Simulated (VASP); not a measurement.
# AgCl (Fm-3m) in VASP: a series of runs

One crystal, AgCl, is run at these levels: LDA; tasks: single point, relaxation of cell and atoms.

Program: VASP 6.6.1. These are calculated values, not measurements. Logs are shortened: lines on timing, memory, paths and dates and some standing lists are left out, and cuts for length are marked.

**Experimental background.**

A printed reference work, data compilation reports, for a bulk crystal of AgCl: band gap 3.249 eV (indirect).

The runs below are set against these values where they give the same quantity.

**1. Starting point**

Symmetry: Fm-3m, No. 225, cubic system. Conventional cell: a = 5.355 Å, b = 5.355 Å, c = 5.355 Å, α = 90.00°, β = 90.00°, γ = 90.00°. Ag (site symmetry m-3m) is surrounded by 6 Cl at 2.68 Å. Cl (site symmetry m-3m) has 6 Ag at 2.68 Å as nearest neighbours.

**2. Single point, LDA**

The input, INCAR:

```
PREC = Accurate ; ENCUT = 520
EDIFF = 1E-7 ; ISMEAR = 0
SIGMA = 0.02 ; LREAL = False
LASPH = True ; NELM = 100
ALGO = Fast ; ISIF = 2
LWAVE = False ; LCHARG = False
GGA = CA ; NBANDS = 16
```

The input, KPOINTS:

```
Automatic mesh
0
Gamma
  8 8 8
```

The input, POSCAR:

```
AgCl
1.0
    0.0000000000      2.6773114500      2.6773114500
    2.6773114500      0.0000000000      2.6773114500
    2.6773114500      2.6773114500      0.0000000000
Ag Cl
1 1
Direct
    0.5000000000      0.5000000000      0.5000000000
    0.0000000000      0.0000000000      0.0000000000
```

Potentials or basis: VASP PAW LDA potentials, release 64 (Ag, Cl).

On the command line:

```
> cat potpaw_LDA.64/Ag/POTCAR potpaw_LDA.64/Cl/POTCAR > POTCAR
> mpirun -np 1 vasp_std > vasp.out
```

OUTCAR:

```text
PREC = Accurate
   ENCUT = 520
   EDIFF = 1E-7
   ISMEAR = 0
   LREAL = False
   LASPH = True
   NELM = 100
   ISIF = 2
   GGA = CA

 ion  position               nearest neighbor table
   1  0.500  0.500  0.500-   2 2.68   2 2.68   2 2.68   2 2.68   2 2.68   2 2.68
   2  0.000  0.000  0.000-   1 2.68   1 2.68   1 2.68   1 2.68   1 2.68   1 2.68

  LATTYP: Found a face centered cubic cell.
 ALAT       =     5.3546229000

  Lattice vectors:

 A1 = (   0.0000000000,   2.6773114500,   2.6773114500)
 A2 = (   2.6773114500,   0.0000000000,   2.6773114500)
 A3 = (   2.6773114500,   2.6773114500,   0.0000000000)

Analysis of symmetry for initial positions (statically):
=====================================================================
 Subroutine PRICEL returns:
 Original cell was already a primitive cell.

 Routine SETGRP: Setting up the symmetry group for a
 face centered cubic supercell.

 Subroutine GETGRP returns: Found 48 space group operations
 (whereof 48 operations were pure point group operations)
 out of a pool of 48 trial point group operations.

The static configuration has the point symmetry O_h .

Analysis of symmetry for dynamics (positions and initial velocities):
=====================================================================
 Subroutine PRICEL returns:
 Original cell was already a primitive cell.

 Routine SETGRP: Setting up the symmetry group for a
 face centered cubic supercell.

 Subroutine GETGRP returns: Found 48 space group operations
 (whereof 48 operations were pure point group operations)
 out of a pool of 48 trial point group operations.

The dynamic configuration has the point symmetry O_h .

 Subroutine INISYM returns: Found 48 space group operations
 (whereof 48 operations are pure point group operations),
 and found     1 'primitive' translations

----------------------------------------------------------------------------------------

                                     Primitive cell

  volume of cell :      38.3819

  direct lattice vectors                    reciprocal lattice vectors
     0.000000000  2.677311450  2.677311450    -0.186754514  0.186754514  0.186754514
     2.677311450  0.000000000  2.677311450     0.186754514 -0.186754514  0.186754514
     2.677311450  2.677311450  0.000000000     0.186754514  0.186754514 -0.186754514

  length of vectors
     3.786290163  3.786290163  3.786290163     0.323468308  0.323468308  0.323468308

  position of ions in fractional coordinates (direct lattice)
     0.500000000  0.500000000  0.500000000
     0.000000000  0.000000000  0.000000000

  ion indices of the primitive-cell ions
   primitive index   ion index
                 1           1
                 2           2

----------------------------------------------------------------------------------------

 KPOINTS: Automatic mesh

Automatic generation of k-mesh.
 Grid dimensions read from file:
 generate k-points for:    8    8    8

 Generating k-lattice:

  Cartesian coordinates                     Fractional coordinates (reciprocal lattice)
    -0.023344314  0.023344314  0.023344314     0.125000000  0.000000000  0.000000000
     0.023344314 -0.023344314  0.023344314     0.000000000  0.125000000  0.000000000
     0.023344314  0.023344314 -0.023344314     0.000000000  0.000000000  0.125000000

  Length of vectors
     0.040433538  0.040433538  0.040433538

  Shift w.r.t. Gamma in fractional coordinates (k-lattice)
     0.000000000  0.000000000  0.000000000

 Subroutine IBZKPT returns following result:
 ===========================================

 Found     29 irreducible k-points:

 Following reciprocal coordinates:
            Coordinates               Weight
  0.000000  0.000000  0.000000      1.000000
  0.125000  0.000000  0.000000      8.000000
  0.250000  0.000000  0.000000      8.000000
  0.375000  0.000000  0.000000      8.000000
  0.500000  0.000000  0.000000      4.000000
  0.125000  0.125000  0.000000      6.000000
[... 16 lines left out ...]
  0.500000  0.250000  0.125000     48.000000
 -0.375000  0.250000  0.125000     24.000000
 [... further k-points ...]
   k-points           NKPTS =     29   k-points in BZ     NKDIM =     29   number of bands    NBANDS=     16
   number of dos      NEDOS =    301   number of ions     NIONS =      2
   total plane-waves  NPLWV =  21952
   dimension x,y,z NGX =    28 NGY =   28 NGZ =   28
   dimension x,y,z NGXF=    56 NGYF=   56 NGZF=   56
   ions per type =               1   1
   NGX,Y,Z   is equivalent  to a cutoff of  12.29, 12.29, 12.29 a.u.
   NGXF,Y,Z  is equivalent  to a cutoff of  24.59, 24.59, 24.59 a.u.
 SYSTEM =  unknown system
   PREC   = accura    normal or accurate (medium, high low for compatibility)
   ISTART =      0    job   : 0-new  1-cont  2-samecut
   ICHARG =      2    charge: 1-file 2-atom 10-const
   ISPIN  =      1    spin polarized calculation?
   LNONCOLLINEAR =      F non collinear calculations
   LSORBIT =      F    spin-orbit coupling
   LASPH  =      T    aspherical Exc in radial PAW
   ENCUT  =  520.0 eV  38.22 Ry    6.18 a.u.   7.04  7.04  7.04*2*pi/ulx,y,z
   NELM   =    100;   NELMIN=  2; NELMDL= -5     # of ELM steps
   EDIFF  = 0.1E-06   stopping-criterion for ELM
   LREAL  =      F    real-space projection
   EDIFFG = 0.1E-05   stopping-criterion for IOM
   NSW    =      0    number of steps for IOM
   IBRION =     -1    ionic relax: 0-MD 1-quasi-New 2-CG
   NFREE  =      0    steps in history (QN), initial steepest desc. (CG)
   ISIF   =      2    stress and relaxation
   ISYM   =      2    0-nonsym 1-usesym 2-fastsym
   POTIM  = 0.5000    time-step for ionic-motion
   TEBEG  =    0.0;   TEEND  =   0.0 temperature during run
   PSTRESS=    0.0 pullay stress
   NELECT =      18.0000    total number of electrons
   NUPDOWN=      -1.0000    fix difference up-down
   EMIN   =  10.00;   EMAX   =-10.00  energy-range for DOS
   EFERMI =   0.00;   METHOD = LEGACY
   ISMEAR =     0;   SIGMA  =   0.02  broadening in eV -4-tet -1-fermi 0-gaus
   EFERMI_NEDOS =   21; number of points for ismear=-14 and -15
   IALGO  =     68    algorithm
   IMIX   =      4    mixing-type and parameters
     AMIX     =   0.40;   BMIX     =  1.00
     AMIX_MAG =   1.60;   BMIX_MAG =  1.00
  volume/ion in A,a.u.               =      19.19       129.51
  Fermi-wavevector in a.u.,A,eV,Ry     =   1.271911  2.403564 22.010933  1.617758
  Thomas-Fermi vector in A             =   2.404818
   LORBIT       =      0    0 simple, 1 ext, 2 COOP (PROOUT), +10 PAW based schemes
   GGA     = CA    functional components
   LHFCALC =     F    Hartree Fock is set to
   AEXX    =    0.0000 exact exchange contribution
   IVDW    =     0    specifies the selected vdW correction
   LEPSILON=     F    determine dielectric tensor
   LRPA    =     F    only Hartree local field effects (RPA)
 non-spin polarized calculation
 RMM-DIIS sequential band-by-band and
 Gauss-broadening in eV      SIGMA  =   0.02
  energy-cutoff  :      520.00
  volume of cell :       38.38
 maximum number of plane-waves:      1056
   NGX = 15   NGY = 15   NGZ = 15

 number of electron      18.0000004 magnetization

 Free energy of the ion-electron system (eV)
  ---------------------------------------------------
  ext. energy  EPLUGINS =         0.00000000
  ---------------------------------------------------
  free energy    TOTEN  =        -6.79299696 eV

  energy without entropy =       -6.79299696  energy(sigma->0) =       -6.79299696

 E-fermi :   5.1717     XC(G=0): -10.9786

 val. band max:        5.0128189846   @ k =   0.5000   0.0000   0.0000
 cond. band min:       5.6677504779   @ k =   0.0000   0.0000   0.0000
 fundamental gap:      0.6549314933
 Fermi energy:         5.1716947982

 k-point     1 :       0.0000    0.0000    0.0000
  band No.  band energies     occupation
      1     -10.7962      2.00000
      2       2.0055      2.00000
      3       2.0055      2.00000
      4       2.0055      2.00000
      5       2.0523      2.00000
      6       2.0523      2.00000
[... 8 lines left out ...]
     15      18.6525      0.00000
     16      18.6554      0.00000

 k-point     2 :       0.1250    0.0000    0.0000
  band No.  band energies     occupation
      1     -10.7133      2.00000
      2       1.2267      2.00000
      3       1.2936      2.00000
      4       1.2936      2.00000
      5       2.0772      2.00000
      6       2.0772      2.00000
[... 8 lines left out ...]
     15      17.1216      0.00000
     16      17.6414      0.00000

 k-point     3 :       0.2500    0.0000    0.0000
  band No.  band energies     occupation
      1     -10.5020      2.00000
      2       0.0177      2.00000
      3       0.6287      2.00000
      4       0.6287      2.00000
      5       2.2448      2.00000
      6       2.2448      2.00000
[... 8 lines left out ...]
     15      17.2433      0.00000
     16      17.6782      0.00000

 k-point     4 :       0.3750    0.0000    0.0000
  band No.  band energies     occupation
      1     -10.2719      2.00000
      2      -0.9086      2.00000
      3       0.2067      2.00000
      4       0.2067      2.00000
      5       2.4215      2.00000
      6       2.4215      2.00000
[... 8 lines left out ...]
     15      18.0743      0.00000
     16      18.0743      0.00000

 k-point     5 :       0.5000    0.0000    0.0000
  band No.  band energies     occupation
      1     -10.1700      2.00000
      2      -1.2533      2.00000
      3       0.0623      2.00000
      4       0.0623      2.00000
      5       2.4976      2.00000
      6       2.4976      2.00000
[... 8 lines left out ...]
     15      18.6355      0.00000
     16      18.6967      0.00000

 k-point     6 :       0.1250    0.1250    0.0000
  band No.  band energies     occupation
      1     -10.6889      2.00000
      2       0.6703      2.00000
      3       1.6197      2.00000
      4       1.6197      2.00000
      5       1.9383      2.00000
      6       2.0881      2.00000
[... 8 lines left out ...]
     15      18.7629      0.00000
     16      19.1681      0.00000

 k-point     7 :       0.2500    0.1250    0.0000
  band No.  band energies     occupation
      1     -10.5287      2.00000
      2      -0.0016      2.00000
      3       0.9706      2.00000
      4       1.0621      2.00000
      5       2.0305      2.00000
      6       2.2643      2.00000
[... 8 lines left out ...]
     15      18.5794      0.00000
     16      19.1533      0.00000

 k-point     8 :       0.3750    0.1250    0.0000
  band No.  band energies     occupation
      1     -10.3130      2.00000
      2      -0.6364      2.00000
      3       0.3056      2.00000
      4       0.4982      2.00000
      5       2.2239      2.00000
      6       2.4513      2.00000
[... 8 lines left out ...]
     15      18.8383      0.00000
     16      19.0953      0.00000

 k-point     9 :       0.5000    0.1250    0.0000
  band No.  band energies     occupation
      1     -10.1702      2.00000
      2      -1.0477      2.00000
      3       0.0701      2.00000
      4       0.1679      2.00000
      5       2.4149      2.00000
      6       2.5160      2.00000
[... 8 lines left out ...]
     15      18.8177      0.00000
     16      19.7701      0.00000
[... 172 lines left out ...]
 k-point    19 :       0.5000    0.3750    0.0000
  band No.  band energies     occupation
      1     -10.1673      2.00000
      2      -0.2516      2.00000
      3       0.7421      2.00000
      4       0.9638      2.00000
      5       1.8925      2.00000
      6       2.5898      2.00000
[... 8 lines left out ...]
     15      19.9225      0.00000
     16      20.6090      0.00000

 k-point    20 :      -0.3750    0.3750    0.0000
  band No.  band energies     occupation
      1     -10.1260      2.00000
      2      -0.0514      2.00000
      3      -0.0203      2.00000
      4       0.5011      2.00000
      5       2.1873      2.00000
      6       2.5750      2.00000
[... 8 lines left out ...]
     15      18.6012      0.00000
     16      21.2313      0.00000

 k-point    21 :       0.5000    0.5000    0.0000
  band No.  band energies     occupation
      1     -10.1660      2.00000
      2      -0.1914      2.00000
      3       1.3547      2.00000
      4       1.3547      2.00000
      5       1.5585      2.00000
      6       2.3007      2.00000
[... 8 lines left out ...]
     15      20.2237      0.00000
     16      20.2241      0.00000

 k-point    22 :       0.3750    0.2500    0.1250
  band No.  band energies     occupation
      1     -10.3741      2.00000
      2      -0.4235      2.00000
      3       0.5384      2.00000
      4       0.9201      2.00000
      5       2.1296      2.00000
      6       2.3941      2.00000
[... 8 lines left out ...]
     15      19.2556      0.00000
     16      20.6575      0.00000

 k-point    23 :       0.5000    0.2500    0.1250
  band No.  band energies     occupation
      1     -10.2112      2.00000
      2      -0.6862      2.00000
      3       0.1963      2.00000
      4       0.4624      2.00000
      5       2.2894      2.00000
      6       2.5068      2.00000
[... 8 lines left out ...]
     15      19.4600      0.00000
     16      20.4885      0.00000

 k-point    24 :      -0.3750    0.2500    0.1250
  band No.  band energies     occupation
      1     -10.1410      2.00000
      2      -0.7724      2.00000
      3       0.1188      2.00000
      4       0.1955      2.00000
      5       2.4125      2.00000
      6       2.4967      2.00000
[... 8 lines left out ...]
     15      18.6614      0.00000
     16      20.2032      0.00000

 [... further k-points ...]

------------------------ aborting loop because EDIFF is reached ----------------------------------------

  FORCE on cell =-STRESS in cart. coord.  units (eV):
  Direction    XX          YY          ZZ          XY          YZ          ZX
  --------------------------------------------------------------------------------------
  -------------------------------------------------------------------------------------
  Total        0.0016772      0.0016772      0.0016772      0.0000000      0.0000000      0.0000000
  in kB        0.0700099      0.0700099      0.0700099      0.0000000      0.0000000      0.0000000
  external PRESSURE =       0.0700099 kB  Pullay stress =       0.0000000 kB

 VOLUME and BASIS-vectors are now :
 -----------------------------------------------------------------------------
  energy-cutoff  :      520.00
  volume of cell :       38.38
      direct lattice vectors                 reciprocal lattice vectors
     0.000000000  2.677311450  2.677311450    -0.186754514  0.186754514  0.186754514
     2.677311450  0.000000000  2.677311450     0.186754514 -0.186754514  0.186754514
     2.677311450  2.677311450  0.000000000     0.186754514  0.186754514 -0.186754514

 POSITION                                       TOTAL-FORCE (eV/Angst)
 -----------------------------------------------------------------------------------
      2.67731      2.67731      2.67731         0.000000     -0.000000     -0.000000
      0.00000      0.00000      0.00000        -0.000000      0.000000      0.000000
 -----------------------------------------------------------------------------------
    total drift:                                0.000000      0.000000      0.000000

  FREE ENERGIE OF THE ION-ELECTRON SYSTEM (eV)
  ---------------------------------------------------
  free  energy   TOTEN  =        -6.7929969640 eV

  energy  without entropy=       -6.7929969640  energy(sigma->0) =       -6.79299696
```

It took 7.5 s on 1 thread of Intel Xeon 6975P-C (Granite Rapids), shared host; peak memory 0.14 GiB.

Results:

```yaml
Free_energy: -6.7930 eV
Pressure: 0.0 GPa
Band_gap_on_the_k_mesh: 0.65 eV, indirect (least direct gap 3.36 eV)
```

(Continued in part 2 of 2.)
